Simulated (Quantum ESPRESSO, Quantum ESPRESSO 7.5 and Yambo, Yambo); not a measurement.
# AlN (F-43m): G0W0 with Yambo, start to end

Aim: the G0W0 gap of AlN (F-43m) on PBE, step by step.

Calculated with Quantum ESPRESSO 7.5 and Yambo 5.3.0; PBE and many-body steps on it, plane waves.

**1. The structure**

It takes space group F-43m (No. 216, cubic). The conventional cell has a = 4.368 Å, b = 4.368 Å, c = 4.368 Å, α = 90.00°, β = 90.00°, γ = 90.00°. Nearest to Al lie 4 N at 1.89 Å. Nearest to N lie 4 Al at 1.89 Å. Farther neighbours and most contacts between anions are not listed.

The cell and positions are those that the Materials Project relaxed with its own functionals (PBE, PBE+U or r2SCAN), kept fixed. This is not the form that AlN usually takes at ambient conditions.

**2. Ground state**

This step: Quantum ESPRESSO 7.5; DFT, PBE, plane waves, norm-conserving pseudopotentials.

The ground-state density comes first.

pw.in reads:

```
&control
  calculation = 'scf'
  prefix = 'x'
  outdir = 'o'
  pseudo_dir = 'pseudo'
/
&system
  ibrav = 0
  nat = 2
  ntyp = 2
  ecutwfc = 72.0
  nbnd = 9
  force_symmorphic = .true.
/
&electrons
  conv_thr = 1e-10
  electron_maxstep = 80
  mixing_beta = 0.5
/
ATOMIC_SPECIES
  Al 26.982 Al.upf
  N 14.007 N.upf
CELL_PARAMETERS angstrom
  -0.0000000000 2.1839935596 2.1839935596
  2.1839935596 -0.0000000000 2.1839935596
  2.1839935596 2.1839935596 -0.0000000000
ATOMIC_POSITIONS crystal
  Al 0.0000000000 0.0000000000 0.0000000000
  N 0.7500000000 0.7500000000 0.7500000000
K_POINTS automatic
  8 8 8 0 0 0
```

Run with:

```sh
> OMP_NUM_THREADS=1 mpirun -n 8 pw.x -nk 8 -in pw.in > pw.out
```

What it wrote:

```text
Program PWSCF v.7.5 starts

     This program is part of the open-source Quantum ESPRESSO suite
     for quantum simulation of materials; please cite
         "P. Giannozzi et al., J. Phys.:Condens. Matter 21 395502 (2009);
         "P. Giannozzi et al., J. Phys.:Condens. Matter 29 465901 (2017);
         "P. Giannozzi et al., J. Chem. Phys. 152 154105 (2020);
     in publications or presentations arising from this work. More details at
     Message from routine setup:
     using ibrav=0 with symmetry is DISCOURAGED, use correct ibrav instead

     G-vector sticks info

     bravais-lattice index     =            0
     lattice parameter (alat)  =       5.8367  a.u.
     unit-cell volume          =     140.5985 (a.u.)^3
     number of atoms/cell      =            2
     number of atomic types    =            2
     number of electrons       =         8.00
     number of Kohn-Sham states=            9
     kinetic-energy cutoff     =      72.0000  Ry
     charge density cutoff     =     288.0000  Ry
     scf convergence threshold =      1.0E-10
     mixing beta               =       0.5000
     number of iterations used =            8  plain     mixing
     Exchange-correlation= PBE
                           (   1   4   3   4   0   0   0)

     celldm(1)=   5.836671  celldm(2)=   0.000000  celldm(3)=   0.000000
     celldm(4)=   0.000000  celldm(5)=   0.000000  celldm(6)=   0.000000

     crystal axes: (cart. coord. in units of alat)
               a(1) = (  -0.000000   0.707107   0.707107 )
               a(2) = (   0.707107  -0.000000   0.707107 )
               a(3) = (   0.707107   0.707107  -0.000000 )

     reciprocal axes: (cart. coord. in units 2 pi/alat)
               b(1) = ( -0.707107  0.707107  0.707107 )
               b(2) = (  0.707107 -0.707107  0.707107 )
               b(3) = (  0.707107  0.707107 -0.707107 )
     Pseudo is Norm-conserving + core correction, Zval =  3.0
     Generated using ONCVPSP code by D. R. Hamann
     Using radial grid of 1876 points,  6 beta functions with:
     Pseudo is Norm-conserving + core correction, Zval =  5.0
     Generated using ONCVPSP code by D. R. Hamann
     Using radial grid of 1058 points,  4 beta functions with:
     Al                3.00    26.98200     Al( 1.00)
     N                 5.00    14.00700     N ( 1.00)

     24 Sym. Ops. (no inversion) found

   Cartesian axes

     site n.     atom                  positions (alat units)
         1        Al     tau(   1) = (   0.0000000   0.0000000   0.0000000  )
         2        N      tau(   2) = (   1.0606602   1.0606602   1.0606602  )

     number of k points=    29
                       cart. coord. in units 2pi/alat
        k(    1) = (   0.0000000   0.0000000   0.0000000), wk =   0.0039062
        k(    2) = (   0.0883883   0.0883883  -0.0883883), wk =   0.0312500
        k(    3) = (   0.1767767   0.1767767  -0.1767767), wk =   0.0312500
        k(    4) = (   0.2651650   0.2651650  -0.2651650), wk =   0.0312500
        k(    5) = (  -0.3535534  -0.3535534   0.3535534), wk =   0.0156250
        k(    6) = (   0.1767767   0.0000000   0.0000000), wk =   0.0234375
        k(    7) = (   0.2651650   0.0883883  -0.0883883), wk =   0.0937500
        k(    8) = (   0.3535534   0.1767767  -0.1767767), wk =   0.0937500
        k(    9) = (  -0.2651650  -0.4419417   0.4419417), wk =   0.0937500
        k(   10) = (  -0.1767767  -0.3535534   0.3535534), wk =   0.0937500
     [... 17 further rows ...]
        k(   28) = (  -0.7071068   0.1767767  -0.0000000), wk =   0.0468750
        k(   29) = (  -0.7071068   0.3535534   0.0000000), wk =   0.0234375

     Dense  grid:    11575 G-vectors     FFT dimensions: (  32,  32,  32)

     Initial potential from superposition of free atoms

     starting charge       7.9975, renormalised to       8.0000
     Starting wfcs are    8 randomized atomic wfcs +    1 random wfcs

     per-process dynamical memory:    11.8 Mb

     Self-consistent Calculation

     iteration #  1     ecut=    72.00 Ry     beta= 0.50

     total energy              =     -25.41046356 Ry
     estimated scf accuracy    <       0.59622317 Ry

     iteration #  2     ecut=    72.00 Ry     beta= 0.50

     total energy              =     -25.57268590 Ry
     estimated scf accuracy    <       0.07135400 Ry

     iteration #  3     ecut=    72.00 Ry     beta= 0.50

     total energy              =     -25.58431093 Ry
     estimated scf accuracy    <       0.00446948 Ry

     iteration #  4     ecut=    72.00 Ry     beta= 0.50

     total energy              =     -25.58486038 Ry
     estimated scf accuracy    <       0.00103034 Ry

     iteration #  5     ecut=    72.00 Ry     beta= 0.50

     total energy              =     -25.58488936 Ry
     estimated scf accuracy    <       0.00009426 Ry

     iteration #  6     ecut=    72.00 Ry     beta= 0.50

     total energy              =     -25.58492155 Ry
     estimated scf accuracy    <       0.00003751 Ry

     iteration #  7     ecut=    72.00 Ry     beta= 0.50

     total energy              =     -25.58492377 Ry
     estimated scf accuracy    <       0.00000321 Ry

     iteration #  8     ecut=    72.00 Ry     beta= 0.50

     total energy              =     -25.58492416 Ry
     estimated scf accuracy    <       0.00000019 Ry

     iteration #  9     ecut=    72.00 Ry     beta= 0.50

     total energy              =     -25.58492420 Ry
     estimated scf accuracy    <       0.00000002 Ry

     iteration # 10     ecut=    72.00 Ry     beta= 0.50

     total energy              =     -25.58492420 Ry
     estimated scf accuracy    <          6.0E-09 Ry

     iteration # 11     ecut=    72.00 Ry     beta= 0.50

     total energy              =     -25.58492420 Ry
     estimated scf accuracy    <          2.2E-09 Ry

     iteration # 12     ecut=    72.00 Ry     beta= 0.50

     End of self-consistent calculation

          k = 0.0000 0.0000 0.0000 (  1459 PWs)   bands (ev):

    -8.0105   6.9566   6.9566   6.9566  11.1487  19.5460  19.5460  19.5460
    24.7019

          k = 0.0884 0.0884-0.0884 (  1438 PWs)   bands (ev):

    -7.7834   5.7786   6.8782   6.8782  12.0884  18.9662  19.7142  19.7142
    23.1487

          k = 0.1768 0.1768-0.1768 (  1447 PWs)   bands (ev):

    -7.1599   3.6989   6.7011   6.7011  13.4084  17.9339  19.3059  19.3059
    23.2695

          k = 0.2652 0.2652-0.2652 (  1441 PWs)   bands (ev):

     [... further k-points ...]

     highest occupied, lowest unoccupied level (ev):     6.9566   10.2814

!    total energy              =     -25.58492420 Ry
     estimated scf accuracy    <          5.2E-11 Ry

     The total energy is the sum of the following terms:
     one-electron contribution =      -0.92916136 Ry
     hartree contribution      =       5.64189831 Ry
     xc contribution           =      -8.49770195 Ry
     ewald contribution        =     -21.79995921 Ry

     convergence has been achieved in  12 iterations

     XML data file, charge density, pseudopotentials, collected wavefunctions

=------------------------------------------------------------------------------=
   JOB DONE.
=------------------------------------------------------------------------------=
```

Run time: 1.7 s. Hardware: 8 MPI ranks of Arm Neoverse V1, shared host; peak memory 0.05 GiB; 13 s of CPU time.

Numbers from this step:

| Item | Value |
| --- | --- |
| total energy | -348.1006 eV |
| gap | 3.325 eV |
| k of the valence top | 0, 0, 0 |
| k of the conduction bottom | 0, -0.5, -0.5 |
| least direct gap | 4.192 eV |

The gap is indirect, with the least direct gap 0.87 eV higher.

**3. Bands along the symmetry lines**

The cheap functional maps the bands first; the places of the edges decide which points the dearer methods must see.

pw.in reads:

```
&control
  calculation = 'bands'
  prefix = 'x'
  outdir = 'o'
  pseudo_dir = 'pseudo'
/
&system
  ibrav = 0
  nat = 2
  ntyp = 2
  ecutwfc = 72.0
  nbnd = 10
  force_symmorphic = .true.
/
&electrons
  conv_thr = 1e-9
  electron_maxstep = 80
  diago_full_acc = .true.
  diago_thr_init = 5e-6
/
ATOMIC_SPECIES
  Al 26.982 Al.upf
  N 14.007 N.upf
CELL_PARAMETERS angstrom
  -0.0000000000 2.1839935596 2.1839935596
  2.1839935596 -0.0000000000 2.1839935596
  2.1839935596 2.1839935596 -0.0000000000
ATOMIC_POSITIONS crystal
  Al 0.0000000000 0.0000000000 0.0000000000
  N 0.7500000000 0.7500000000 0.7500000000
K_POINTS crystal
  50
  0.00000000 0.00000000 0.00000000 1
  -0.06250000 -0.06250000 0.00000000 1
  -0.12500000 -0.12500000 0.00000000 1
  -0.18750000 -0.18750000 0.00000000 1
  -0.25000000 -0.25000000 0.00000000 1
  -0.31250000 -0.31250000 0.00000000 1
  -0.37500000 -0.37500000 0.00000000 1
  -0.43750000 -0.43750000 0.00000000 1
  -0.50000000 -0.50000000 0.00000000 1
  -0.48437500 -0.48437500 0.03125000 1
  -0.46875000 -0.46875000 0.06250000 1
  -0.45312500 -0.45312500 0.09375000 1
  -0.43750000 -0.43750000 0.12500000 1
  -0.42187500 -0.42187500 0.15625000 1
  -0.40625000 -0.40625000 0.18750000 1
  -0.39062500 -0.39062500 0.21875000 1
  -0.37500000 -0.37500000 0.25000000 1
  -0.37500000 0.00000000 0.37500000 1
  -0.32812500 0.00000000 0.32812500 1
  -0.28125000 0.00000000 0.28125000 1
  -0.23437500 0.00000000 0.23437500 1
  -0.18750000 0.00000000 0.18750000 1
  -0.14062500 0.00000000 0.14062500 1
  -0.09375000 0.00000000 0.09375000 1
  -0.04687500 0.00000000 0.04687500 1
  0.00000000 0.00000000 0.00000000 1
  0.00000000 0.00000000 0.06250000 1
  0.00000000 0.00000000 0.12500000 1
  0.00000000 0.00000000 0.18750000 1
  0.00000000 0.00000000 0.25000000 1
  0.00000000 0.00000000 0.31250000 1
  0.00000000 0.00000000 0.37500000 1
  0.00000000 0.00000000 0.43750000 1
  0.00000000 0.00000000 0.50000000 1
  -0.06250000 -0.03125000 0.46875000 1
  -0.12500000 -0.06250000 0.43750000 1
  -0.18750000 -0.09375000 0.40625000 1
  -0.25000000 -0.12500000 0.37500000 1
  -0.31250000 -0.15625000 0.34375000 1
  -0.37500000 -0.18750000 0.31250000 1
  -0.43750000 -0.21875000 0.28125000 1
  -0.50000000 -0.25000000 0.25000000 1
  -0.50000000 -0.28125000 0.21875000 1
  -0.50000000 -0.31250000 0.18750000 1
  -0.50000000 -0.34375000 0.15625000 1
  -0.50000000 -0.37500000 0.12500000 1
  -0.50000000 -0.40625000 0.09375000 1
  -0.50000000 -0.43750000 0.06250000 1
  -0.50000000 -0.46875000 0.03125000 1
  -0.50000000 -0.50000000 0.00000000 1
```

What it wrote:

```text
[banner, memory and clock lines left out]
Program PWSCF v.7.5 starts

     Atomic positions and unit cell read from directory:
     o/x.save/

     Message from routine setup:
     using ibrav=0 with symmetry is DISCOURAGED, use correct ibrav instead

     G-vector sticks info

     bravais-lattice index     =            0
     lattice parameter (alat)  =       5.8367  a.u.
     unit-cell volume          =     140.5985 (a.u.)^3
     number of atoms/cell      =            2
     number of atomic types    =            2
     number of electrons       =         8.00
     number of Kohn-Sham states=           10
     kinetic-energy cutoff     =      72.0000  Ry
     charge density cutoff     =     288.0000  Ry
     Exchange-correlation= PBE
                           (   1   4   3   4   0   0   0)

     celldm(1)=   5.836671  celldm(2)=   0.000000  celldm(3)=   0.000000
     celldm(4)=   0.000000  celldm(5)=   0.000000  celldm(6)=   0.000000

     crystal axes: (cart. coord. in units of alat)
               a(1) = (  -0.000000   0.707107   0.707107 )
               a(2) = (   0.707107  -0.000000   0.707107 )
               a(3) = (   0.707107   0.707107  -0.000000 )

     reciprocal axes: (cart. coord. in units 2 pi/alat)
               b(1) = ( -0.707107  0.707107  0.707107 )
               b(2) = (  0.707107 -0.707107  0.707107 )
               b(3) = (  0.707107  0.707107 -0.707107 )
     Pseudo is Norm-conserving + core correction, Zval =  3.0
     Generated using ONCVPSP code by D. R. Hamann
     Using radial grid of 1876 points,  6 beta functions with:
     Pseudo is Norm-conserving + core correction, Zval =  5.0
     Generated using ONCVPSP code by D. R. Hamann
     Using radial grid of 1058 points,  4 beta functions with:
     Al                3.00    26.98200     Al( 1.00)
     N                 5.00    14.00700     N ( 1.00)

     24 Sym. Ops. (no inversion) found

   Cartesian axes

     site n.     atom                  positions (alat units)
         1        Al     tau(   1) = (   0.0000000   0.0000000   0.0000000  )
         2        N      tau(   2) = (   1.0606602   1.0606602   1.0606602  )

     number of k points=    50
                       cart. coord. in units 2pi/alat
        k(    1) = (   0.0000000   0.0000000   0.0000000), wk =   0.0400000
        k(    2) = (   0.0000000   0.0000000  -0.0883883), wk =   0.0400000
        k(    3) = (   0.0000000   0.0000000  -0.1767767), wk =   0.0400000
[...]
[... 38 further rows ...]
        k(   49) = (   0.0441942  -0.0000000  -0.7071068), wk =   0.0400000
        k(   50) = (   0.0000000   0.0000000  -0.7071068), wk =   0.0400000

     Dense  grid:    11575 G-vectors     FFT dimensions: (  32,  32,  32)

     The potential is recalculated from file :
     o/x.save/charge-density

     Starting wfcs are    8 randomized atomic wfcs +    2 random wfcs

     Band Structure Calculation

     End of band structure calculation

          k = 0.0000 0.0000 0.0000 (  1459 PWs)   bands (ev):

    -8.0106   6.9565   6.9565   6.9565  11.1486  19.5460  19.5460  19.5460
    24.7019  24.7020

          k = 0.0000 0.0000-0.0884 (  1443 PWs)   bands (ev):

    -7.9338   6.6069   6.8734   6.8734  11.5309  19.2837  19.6564  19.6564
    22.9885  24.8199

          k = 0.0000 0.0000-0.1768 (  1439 PWs)   bands (ev):

    -7.7082   5.8262   6.6453   6.6453  12.3450  18.6407  19.9667  19.9667
    20.8183  25.1734

          k =-0.0000 0.0000-0.2652 (  1447 PWs)   bands (ev):

[...]
k = 0.0000 0.0000-0.3536 (  1475 PWs)   bands (ev):

[...]
k = 0.0000-0.0000-0.4419 (  1447 PWs)   bands (ev):

[...]
k =-0.0000 0.0000-0.5303 (  1451 PWs)   bands (ev):

[...]
k = 0.0000-0.0000-0.6187 (  1452 PWs)   bands (ev):

[...]
k = 0.5303-0.0000-0.5303 (  1472 PWs)   bands (ev):

[...]
k = 0.0000 0.0000 0.0000 (  1459 PWs)   bands (ev):

[...]
k = 0.1326 0.0000-0.7071 (  1448 PWs)   bands (ev):

[...]
k = 0.0884-0.0000-0.7071 (  1448 PWs)   bands (ev):

[...]
k = 0.0442-0.0000-0.7071 (  1442 PWs)   bands (ev):

    -5.3233   2.0804   5.1361   5.1367  10.3752  15.6803  20.8434  22.5096
    22.6842  30.5374

          k = 0.0000 0.0000-0.7071 (  1428 PWs)   bands (ev):

    -5.3253   2.0589   5.1811   5.1811  10.2814  15.6083  20.8765  22.6540
    22.6540  30.4717

     XML data file, pseudopotentials, collected wavefunctions
```

Wall time 1.3 s (8 MPI ranks); peak memory 0.05 GiB; 9.5 s of CPU time.

Numbers from this step:

```
gap                        : 3.325 eV
k of the valence top       : 0, 0, 0
k of the conduction bottom : -0.5, -0.5, 0
least direct gap           : 4.192 eV
```

The gap is 3.325 eV, as in the run before at this level.

The electronic bands at the labelled points (eV, zero at the top of the highest filled band; v1 is the highest filled band, c1 the lowest empty one):

```
    point      v4     v3     v2     v1    c1     c2     c3     c4
        Γ  -14.97   0.00   0.00   0.00  4.19  12.59  12.59  12.59
  halfway  -13.84  -2.88  -0.98  -0.98  5.96  10.29  11.51  14.02
        X  -12.28  -4.90  -1.78  -1.78  3.32   8.65  13.92  15.70
  halfway  -12.27  -4.73  -2.47  -1.67  3.96   9.19  13.67  15.23
        U  -12.30  -4.25  -3.63  -1.37  5.17  10.12  13.05  14.17
jump to K  -12.30  -4.25  -3.63  -1.37  5.17  10.12  13.05  14.17
  halfway  -13.74  -3.54  -1.50  -0.20  7.34  10.30  11.41  12.58
        Γ  -14.97   0.00   0.00   0.00  4.19  12.59  12.59  12.59
  halfway  -14.12  -3.26  -0.26  -0.26  6.45  10.98  12.35  12.35
        L  -12.92  -5.86  -0.48  -0.48  7.39   9.85  11.17  11.17
  halfway  -12.60  -5.14  -2.22  -1.12  7.11   9.26  12.17  12.69
        W  -12.23  -3.77  -3.44  -2.70  6.05  11.45  11.98  12.16
  halfway  -12.25  -4.56  -2.40  -2.29  4.57   9.69  13.40  13.89
        X  -12.28  -4.90  -1.78  -1.78  3.32   8.65  13.92  15.70
```

The electronic bands as a text plot (rows in eV, shown from -8.0 to 9.3 only):

```
    9.0 |         ++++++      ++                    +++       +++
    8.2 |                     ++                    +
    7.5 |                   ++  +              +++++ +
    6.8 |                        ++         +++       ++
    6.1 |    +++           +               +            ++++
    5.4 |  ++   ++        +        ++    ++                 +
    4.6 | +              +           +  +                    +
    3.9 |+        +++  ++             ++                      ++
    3.2 |            ++                                         +
    2.5 |
    1.7 |
    1.0 |
    0.3 |*                         ******
   -0.4 | ****              **********  *************
   -1.1 |  ** ****       ***    *****    **         ****
   -1.9 |    *    *******                  *         ** *     ***
   -2.6 |     **       **     ** **                    * *****
   -3.3 |       **       *****  *           *           *****
   -4.0 |         *      ***  **             **         *****
   -4.8 |          ******   **                 *       *     ****
   -5.5 |                                       * *****
   -6.2 |                                        *
   -6.9 |
   -7.6 |
         Γ           X  U|K            Γ         L        W     X
```

(Part 1 of 3 ends here.)

[Paths, hosts, dates, memory and timing lines, banners, echoed tables and standing remarks are left out of the program output.]

[Logs are printed without paths, hosts, clocks, repeated set-up lines and the standing remarks that a program may print on its own settings, such as how far it seeks lower states.]

[Runs of the session that timed out or met a known fault of the program may be left out.]

[Hosts, paths, dates, database ids (printed as entryN), source tags and the programs' standing remarks are cut or masked in the printed files.]
